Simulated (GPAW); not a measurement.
# ZnS (Wurtzite-4H) (P6_3mc) in GPAW: a series of runs

Aim: see how the results for ZnS (Wurtzite-4H) move with the level of theory and the settings. Levels: PBE, r2SCAN. Tasks: single point.

All numbers are computed with GPAW 26.7.0; they aren't measurements. Logs are shortened: lines on timing, memory, paths and dates and some standing lists are left out, and cuts for length are marked. The log counts tension as positive stress, the text compression.

**Experimental background.**

From a printed reference work, monograph, for a bulk crystal of ZnS at 4 K: band gap 3.911 eV (direct).

How close the calculation comes is told below.

**1. The structure**

Symmetry: P6_3mc, No. 186, hexagonal system. Conventional cell: a = 3.823 Å, b = 3.823 Å, c = 12.520 Å, α = 90.00°, β = 90.00°, γ = 120.00°. Around Zn (site symmetry 3m) lie 4 S at 2.34 to 2.35 Å. Around Zn (site symmetry 3m) lie 4 S at 2.34 to 2.35 Å. S (site symmetry 3m) is surrounded by 4 Zn at 2.34 to 2.35 Å. Around S (site symmetry 3m) lie 4 Zn at 2.34 to 2.35 Å.

**2. Single point, PBE**

File run.py:

```python
from ase.dft.bandgap import bandgap
from ase.io import write
from ase.spacegroup import crystal
from ase.units import GPa
from gpaw import GPAW, PW

# Zn 2b
# Zn 2a
# S 2b
# S 2a
atoms = crystal(['Zn', 'Zn', 'S', 'S'],
                basis=[[0.6666666667, 0.3333333333, 0.75],
                       [0.0, 0.0, 0.5],
                       [0.6666666667, 0.3333333333, 0.9375],
                       [0.0, 0.0, 0.6875]],
                spacegroup=186, setting=1,  # P6_3mc
                cellpar=[3.8227, 3.8227, 12.52, 90.0, 90.0, 120.0],
                primitive_cell=True)

calc = GPAW(mode=PW(500),
            xc='PBE',
            kpts={'size': (7, 7, 2), 'gamma': True},
            occupations={'name': 'fermi-dirac', 'width': 0.05},
            nbands=57,
            convergence={'density': 1e-05, 'energy': 1e-05},
            maxiter=80,
            txt='gpaw.txt')
atoms.calc = calc
energy = atoms.get_potential_energy()
forces = atoms.get_forces()
stress = atoms.get_stress()
calc.write('gs.gpw')
write('result.traj', atoms)
print(f'Energy: {energy:.6f} eV')
print('Forces (eV/A):')
print(forces.round(4))
print('Stress (GPa):', (stress / GPa).round(3))
print('Fermi level:', round(calc.get_fermi_level(), 4), 'eV')
print(f'Gap: {bandgap(calc)[0]:.4f} eV, direct: {bandgap(calc, direct=True)[0]:.4f} eV')
```

Potentials or basis: GPAW PAW data sets (gpaw-data 1.2.1), pw.

Launch:

```bash
OMP_NUM_THREADS=1 python run.py
```

gpaw.txt:

```text
__  _  _
 | _ |_)|_||  |
 |__||  | ||/\| - 26.7.0

Input parameters:
  mode=PW(ecut=500.0),
  convergence={'density': 1e-05, 'energy': 1e-05},
  kpts=MonkhorstPack(size=(7, 7, 2), gamma=True),
  maxiter=80,
  nbands=57,
  occupations=Occupations(name='fermi-dirac', width=0.05),
  xc=XC(name='PBE')

Diagonalizing LCAO Hamiltonian
Converting LCAO to pw mode

             S

             Zn

       S

         S
       Zn

         Zn

       S

       Zn

Atoms  # Å, Bohr magnetons
|   | symbol |         x |        y |         z |    initial magnetic moments |
|---|--------|-----------|----------|-----------|-----------------------------|
| 0 |     Zn |  1.911350 | 1.103518 |  9.390000 | ( 0.0000,  0.0000,  0.0000) |
| 1 |     Zn | -0.000000 | 2.207037 |  3.130000 | ( 0.0000,  0.0000,  0.0000) |
| 2 |     Zn |  0.000000 | 0.000000 |  6.260000 | ( 0.0000,  0.0000,  0.0000) |
| 3 |     Zn |  0.000000 | 0.000000 |  0.000000 | ( 0.0000,  0.0000,  0.0000) |
| 4 |      S |  1.911350 | 1.103518 | 11.737500 | ( 0.0000,  0.0000,  0.0000) |
| 5 |      S | -0.000000 | 2.207037 |  5.477500 | ( 0.0000,  0.0000,  0.0000) |
| 6 |      S |  0.000000 | 0.000000 |  8.607500 | ( 0.0000,  0.0000,  0.0000) |
| 7 |      S |  0.000000 | 0.000000 |  2.347500 | ( 0.0000,  0.0000,  0.0000) |

Unit cell  # Å
| periodic |         x |        y |         z |   lengths |     angles |
|----------|-----------|----------|-----------|-----------|------------|
|      yes |  3.822700 | 0.000000 |  0.000000 |  3.822700 |  90.000000 |
|      yes | -1.911350 | 3.310555 |  0.000000 |  3.822700 |  90.000000 |
|      yes |  0.000000 | 0.000000 | 12.520000 | 12.520000 | 120.000000 |

Number of symmetries: 6
Symmetry operations  # r_c * U_cc + t_c -> r_c
|   | kind |            matrix            |
|---|------|------------------------------|
| 0 |  σ   |  1, 1, 0,  0,-1, 0,  0, 0, 1 |
| 1 |  E   |  1, 0, 0,  0, 1, 0,  0, 0, 1 |
| 2 |  C3  |  0, 1, 0, -1,-1, 0,  0, 0, 1 |
| 3 |  σ   |  0,-1, 0, -1, 0, 0,  0, 0, 1 |
| 4 |  σ   | -1, 0, 0,  1, 1, 0,  0, 0, 1 |
| 5 |  C3  | -1,-1, 0,  1, 0, 0,  0, 0, 1 |

BZ-sampling:
  Number of BZ points: 98
  Number of IBZ points: 16

  Monkhorst-Pack size: [7, 7, 2]
  Monkhorst-Pack shift: [0.0, 0.0, 0.25]

K-points  # in reciprocal-cell coordinates
|     |                                coordinates |     weight |
|-----|--------------------------------------------|------------|
|   0 | (  0.00000000,   0.00000000,   0.00000000) | 0.01020408 |
|   1 | (  0.00000000,   0.00000000,   0.50000000) | 0.01020408 |
|   2 | (  0.14285714,   0.00000000,   0.00000000) | 0.06122449 |
|   3 | (  0.14285714,   0.00000000,   0.50000000) | 0.06122449 |
|   4 | (  0.28571429,  -0.14285714,   0.00000000) | 0.06122449 |
|   5 | (  0.28571429,  -0.14285714,   0.50000000) | 0.06122449 |
|   6 | (  0.28571429,   0.00000000,   0.00000000) | 0.06122449 |
|   7 | (  0.28571429,   0.00000000,   0.50000000) | 0.06122449 |
|   8 | (  0.42857143,  -0.14285714,   0.00000000) | 0.12244898 |
|   9 | (  0.42857143,  -0.14285714,   0.50000000) | 0.12244898 |
| ... |                                            |            |
|  15 | (  0.42857143,   0.42857143,   0.50000000) | 0.06122449 |

Plane wave coefficients: 4050
Cutoff: 500.0 eV

Spin-components: 1 (collinear spins)
Bands:           57
Projectors:      44
Spin-degeneracy: 2
Datatype:        complex128

Density:
  Valence electrons: 72.0
  Components: 1
  Grid points: [20 20 70]
  Charge: 0.0  # |e|

Potential:
  Grid points: [20 20 70]

species:
  Zn:
    name:    Zinc
    Z:       30.0
    valence: 12
    core:    18
    charge:  0.0  # [|e|]
    compensation charges:
      type: gauss
      rc: 0.37  # [Å]
      lmax: 2
    cutoffs:
      filter: 2.14  # [Å]
      core: 2.28  # [Å]
    projectors
    | kind |    occ | energy [eV] | rcut [Å] |
    |------|--------|-------------|----------|
    |   4s |  2.000 |      -5.977 |    1.286 |
    |   4p |  0.000 |      -1.117 |    1.270 |
    |   3d | 10.000 |     -10.142 |    1.180 |
    |    s |        |      21.234 |    1.286 |
    |    p |        |      26.095 |    1.270 |
    |    d |        |      17.070 |    1.180 |

    Using partial waves for Zn as LCAO basis

  S:
    name:    Sulfur
    Z:       16.0
    valence: 6
    core:    10
    charge:  0.0  # [|e|]
    compensation charges:
      type: gauss
      rc: 0.24  # [Å]
      lmax: 2
    cutoffs:
      filter: 1.77  # [Å]
      core: 1.66  # [Å]
    projectors
    | kind |    occ | energy [eV] | rcut [Å] |
    |------|--------|-------------|----------|
    |   3s |  2.000 |     -17.254 |    0.974 |
    |   3p |  4.000 |      -7.008 |    0.979 |
    |    s |        |       9.957 |    0.974 |
    |    p |        |      20.203 |    0.979 |
    |    d |        |       0.000 |    0.900 |

    Using partial waves for S as LCAO basis

Reference energy: -238875.786202  # eV

eigensolver:
  PPCG
  Converge bands: occupied
  niter=2

density mixing:
  MSR1-Mixer
  Pratt-step length: 0.05
  Maximum mixing coefficient: 0.75
  Old densities: 10
  SVD Regularization: 0.005
  Good broyden scale: 1.0
  Trust region scale: 1.0
  Backstep threshold: 4.0
  History deletion threshold: 6.0
  Fourier metric: weight=20.0, sigma=0.015

occupation numbers:
  Fermi-Dirac:
    width: 0.0500  # eV

poisson solver:
  ecut: 4000.0  # eV

xc functional:
  name: PBE with 2 nearest neighbor stencil

convergence criteria:
- Maximum integral of absolute [dens]ity change: 1e-05 electrons / valence electron
- Maximum [total energy] change in last 3 cyles: 1e-05 eV / valence electron
- Maximum integral of absolute [eigenst]ate change: 4e-08 eV^2 / valence electron
maximum number of iterations: 80

SCF iterations
|iter     | |      energy | eigst |  dens |
|---------|-|-------------|-------|-------|
|iter:   1| |  -28.810884 | +0.79 |       |
|iter:   2| |  -28.782794 | -0.02 | -1.19 |
|iter:   3| |  -27.705419 | -0.64 | -1.23 |
|iter:   4| |  -27.657057 | -1.80 | -1.71 |
|iter:   5| |  -27.655091 | -2.50 | -2.06 |
|iter:   6| |  -27.657528 | -2.86 | -2.38 |
|iter:   7| |  -27.656887 | -3.84 | -2.95 |
|iter:   8| |  -27.656996c| -4.59 | -3.32 |
|iter:   9| |  -27.657019c| -5.19 | -3.62 |
|iter:  10| |  -27.657021c| -6.10 | -4.37 |
|iter:  11| |  -27.657021c| -6.84 | -5.03c|
|iter:  12| |  -27.657021c| -7.65c| -5.22c|

Converged in 12 steps
Energy contributions relative to reference atoms: (reference = -238875.786202)

Energy contributions:
  Kinetic:          43.565814
  Coulomb:         -36.878123
  Zero:              0.119965
  External:          0.000000
  Xc:              -34.464677
  Entropy:          -0.000000
  Spinorbit:         0.000000
  ----------------------------
  Free energy:     -27.657021
  Extrapolated:    -27.657021

dipole moment: (-19.470511, -33.723918, -16.634929)  # |e|*Ang

Fermi level: 4.760
Eigenvalues  # (at kpt = [0.000, 0.000, 0.000])
| band index |      eig [eV] | occ [0-2] |
|------------|---------------|-----------|
|          0 |        -9.405 |     2.000 |
|        ... |               |           |
|         28 |         2.851 |     2.000 |
|         29 |         3.249 |     2.000 |
|         30 |         3.249 |     2.000 |
|         31 |         3.266 |     2.000 |
|         32 |         3.266 |     2.000 |
|         33 |         3.678 |     2.000 |
[... 8 lines left out ...]
|         42 |        10.160 |     0.000 |
|         43 |        10.351 |     0.000 |
|        ... |               |           |
|         56 |        15.461 |     0.000 |

Gap: 2.123 eV
Transition (v -> c):
  (s=0, k=0, n=35, [0.00, 0.00, 0.00]) -> (s=0, k=0, n=36, [0.00, 0.00, 0.00])
No difference between direct/indirect transitions

Forces  # eV/Ang
|        x |        y |        z |
|----------|----------|----------|
| -0.00000 | -0.00000 |  0.00873 |  # Zn   0
|  0.00000 |  0.00000 |  0.00868 |  # Zn   1
| -0.00000 | -0.00000 |  0.02296 |  # Zn   2
|  0.00000 |  0.00000 |  0.02337 |  # Zn   3
| -0.00000 | -0.00000 |  0.01216 |  # S    4
|  0.00000 |  0.00000 |  0.01180 |  # S    5
|  0.00000 |  0.00000 | -0.04420 |  # S    6
| -0.00000 | -0.00000 | -0.04381 |  # S    7

Stress tensor  # eV/Ang^3
|         x |         y |         z |
|-----------|-----------|-----------|
| -0.007855 |  0.000000 |  0.000000 |
|  0.000000 | -0.007855 | -0.000000 |
|  0.000000 | -0.000000 | -0.006871 |

# Writing to gs.gpw (mode='')
```

Run time: 86 s. Hardware: 1 thread of Arm Neoverse V1, shared host; peak memory 0.25 GiB.

What came out:

```
Free energy            : -27.6570 eV
Pressure               : 1.2 GPa
Largest force          : 0.044 eV/Å
Band gap on the k mesh : 2.12 eV, direct
```

Forces on the atoms (eV/Å):
```
Zn   0.000  0.000  0.009
Zn   0.000  0.000  0.009
Zn   0.000  0.000  0.023
Zn   0.000  0.000  0.023
S    0.000  0.000  0.012
S    0.000  0.000  0.012
S    0.000  0.000 -0.044
S    0.000  0.000 -0.044
```

Caveat: the cutoff is short for stress and forces, so pressures can be off by a GPa or more.

**3. Single point, r2SCAN**

Changes to run.py since step 2:

```diff
@@ -19,4 +19,4 @@
 
-calc = GPAW(mode=PW(500),
-            xc='PBE',
+calc = GPAW(mode=PW(450),
+            xc='MGGA_X_R2SCAN+MGGA_C_R2SCAN',
             kpts={'size': (7, 7, 2), 'gamma': True},
```

Potentials or basis: GPAW PAW data sets (gpaw-data 1.2.1), pw.

Launch:

```bash
OMP_NUM_THREADS=1 python run.py
```

Wall time 4.3 min (1 thread of Arm Neoverse V1, shared host); peak memory 0.34 GiB.

Results (log left out):

* Free energy: -70.6467 eV
* Pressure: -1.8 GPa
* Largest force: 0.042 eV/Å
* Band gap on the k mesh: 2.69 eV, direct

Forces on the atoms (eV/Å):
```
Zn   0.000  0.000  0.003
Zn   0.000  0.000  0.003
Zn   0.000  0.000  0.024
Zn   0.000  0.000  0.023
S    0.000  0.000  0.014
S    0.000  0.000  0.015
S    0.000  0.000 -0.042
S    0.000  0.000 -0.042
```

Stress tensor (GPa, compression positive):
```
-1.77  0.00  0.00
 0.00 -1.77  0.00
 0.00  0.00 -1.92
```

Levels at points of the mesh, in eV from the valence-band top:
| k point | band 34 | band 35 | band 36 | band 37 | band 38 | band 39 |
| --- | --- | --- | --- | --- | --- | --- |
| (0.00, 0.00, 0.00) | -0.04 | 0.00 | 0.00 | 2.69 | 3.69 | 3.91 |
| (0.00, 0.00, 0.50) | -0.15 | -0.15 | -0.15 | 3.51 | 3.51 | 3.82 |

Caveat: the cutoff is short for stress and forces, so pressures can be off by a GPa or more; the PAW data sets were made with another functional, which shifts forces and pressure a little.

**4. How close it comes**

Step 2. Measured gap of ZnS: 3.911 eV (direct; 4 K; a printed reference work, monograph). This calculation gives 2.12 eV (-1.79 eV). The value is that of PBE, without temperature or zero-point motion. Semilocal functionals fall short of measured gaps as a rule.

Step 3. Measured gap of ZnS: 3.911 eV (direct; 4 K; a printed reference work, monograph). This calculation gives 2.69 eV (-1.22 eV). The value is that of r2SCAN, without temperature or zero-point motion.
